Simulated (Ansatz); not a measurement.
## Be, one cell by several methods

```
Be
1.0
    -1.24059    1.25312    1.25312
     1.25312   -1.24059    1.25312
     1.25312    1.25312   -1.24059
Be
1
Cartesian
  0.0000 0.0000 0.0000
```

Structure from Materials Project entry mp-20 (possibly hypothetical), not relaxed further. The listed cell was then made from it by scaling, straining or moving an atom.

Levels of theory: DFT, PBE, PAW with Ansatz's default frozen-core files, scalar-relativistic (Ansatz 0.2.0); DFT, PBE, all-electron LAPW, scalar-relativistic (Ansatz 0.2.0).

For PAW: a Γ-centred 23×23×23 k mesh, Fermi–Dirac smearing of 0.03 eV, cutoff 420 eV, no spin polarisation. LAPW targets a basis error of 0.25 meV/atom. The Ansatz runs share mesh, smearing and spin set-up. Plane-wave (PAW) pressures include the program's estimate of the Pulay term.

Stress and pressure are positive in compression.

The change that made this cell: equal xy, yz and zx engineering shear strains of +1 %.

PAW results:

```json
{"quantity": "pressure (GPa)", "PAW": "-0.82"}
{"quantity": "stress yz (GPa)", "PAW": "-1.96"}
{"quantity": "stress xz (GPa)", "PAW": "-1.96"}
{"quantity": "stress xy (GPa)", "PAW": "-1.96"}
```

Question: What does all-electron LAPW give for the same quantities?

Answer: 
| quantity | LAPW |
| --- | --- |
| pressure (GPa) | -0.85 |
| stress yz (GPa) | -1.96 |
| stress xz (GPa) | -1.96 |
| stress xy (GPa) | -1.96 |
